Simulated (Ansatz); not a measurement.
The system is FeO (Wuestite).

```
CELL_PARAMETERS angstrom
0.00000 2.15540 2.15540
2.15540 0.00000 2.15540
2.15540 2.15540 0.00000
ATOMIC_POSITIONS crystal
Fe 0.00000 0.00000 0.00000
O 0.50000 0.50000 0.50000
```

```yaml
Program: Ansatz 0.2.0
Task: relaxation of cell and atoms
Functional: r2SCAN
Potentials_or_basis: Ansatz PAW
Cutoff: "500 eV (not typed: the program's choice for these potentials)"
k_mesh: 8 × 8 × 8
Occupations: fermi-dirac, width 0.05 eV
Spin: collinear spin, ferromagnetic start
Starting_moments: "[3.0, 0.0] μB"
```

At the start: volume 10.01 Å³/atom.

Task: Where does the relaxation end?

Result: It ends after 5 steps and the volume is 9.70 Å³/atom (-3.2 %); space group Fm-3m (No. 225, to 0.05 Å); moment 4.00 μB per cell.

The path:
```csv
step,energy change (eV),largest force (eV/Å),volume (Å³)
1,0.0000,0.0000,20.03
2,-0.0116,0.0000,19.62
3,-0.0135,0.0000,19.38
4,-0.0135,0.0000,19.40
5,-0.0126,0.0000,19.40
```

Final structure:
```
Fe O
1.0
     0.00000    2.13253    2.13253
     2.13253    0.00000    2.13253
     2.13253    2.13253    0.00000
Fe O
1 1
Direct
  0.00000 0.00000 0.00000
  0.50000 0.50000 0.50000
```

Caveat: the magnetic or orbital state may not be the lowest; the plane-wave basis is chosen anew once the cell has moved, so the energies of steps on either side of that aren't comparable; a cell with one magnetic atom can't hold antiferromagnetic order, which such compounds often take; the PAW data sets come from PBE, with cores solved anew for the run's functional, which leaves a small shift of forces and pressure.
